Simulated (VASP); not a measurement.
Write the native input for VASP 6.6.1 that does the following.

- Task: relaxation of cell and atoms
- Functional: PBE
- Potentials or basis: VASP PAW PBE potentials, release 64 (Fe)
- Cutoff: 600 eV
- k mesh: 20 × 20 × 20
- Occupations: gaussian, width 0.1 eV
- Spin: collinear spin, ferromagnetic start
- Starting moments: [3.0] μB
- Further INCAR settings: ALGO = Normal; EDIFF = 1e-07; IBRION = 2; EDIFFG = -0.005; NSW = 90; ISIF = 3

The structure of Fe lies in POSCAR:

```
Fe
1.0
   -1.4295500000      1.4295500000      1.4295500000
    1.4295500000     -1.4295500000      1.4295500000
    1.4295500000      1.4295500000     -1.4295500000
Fe
1
Direct
    0.0000000000      0.0000000000      0.0000000000
```

These files were run (other wordings do the same):

INCAR

```
SYSTEM = Fe
ALGO     = Normal         ! electronic algorithm
EDIFF    = 1E-7           ! SCF threshold, eV
EDIFFG   = -0.005         ! ionic threshold
ENCUT    = 600            ! plane-wave cutoff, eV
GGA      = PE             ! functional
IBRION   = 2              ! ionic algorithm
ISIF     = 3              ! what is computed and relaxed
ISMEAR   = 0              ! smearing method
ISPIN    = 2              ! spin polarisation
LASPH    = .True.         ! aspherical terms in the spheres
LCHARG   = .False.        ! write CHGCAR
LMAXMIX  = 4              ! l up to which the mixer works
LORBIT   = 11             ! projections on sites
LREAL    = .False.        ! projectors in reciprocal space
LWAVE    = .False.        ! write WAVECAR
MAGMOM   = 3              ! initial moments
NELM     = 100            ! most SCF steps
NSW      = 90             ! ionic steps
PREC     = Accurate       ! precision mode
SIGMA    = 0.1            ! smearing width, eV
```

KPOINTS

```
k-points
0
Gamma
  20 20 20
  0 0 0
```

Potentials or basis: VASP PAW PBE potentials, release 64 (Fe).

Launch:

```sh
$ cat potpaw_PBE.64/Fe/POTCAR > POTCAR
$ mpirun -np 1 vasp_std > vasp.out
```

Results of the run:

```
Relaxed volume                                        : 11.35 Å³/atom
Relaxed cell                                          : a = 2.452 Å, b = 2.452 Å, c = 2.452 Å, α = 109.47°, β = 109.47°, γ = 109.47°
Space group after relaxing (to 0.05 Å)                : Im-3m (No. 229)
Energy gained by relaxing                             : 5.3 meV/atom
Ionic steps                                           : 3
Pressure after relaxing                               : 0.0 GPa
Band gap on the k mesh                                : none (metal or under the smearing width)
Net moment                                            : 2.20 μB per cell
Site moments                                          : Fe +2.19 μB
Valence electrons inside the program's atomic spheres : Fe 7.27
```

Run time: 94 s on 1 thread of Intel(R) Xeon(R) Platinum 8488C (Sapphire Rapids) (shared host), peak memory 0.19 GiB.
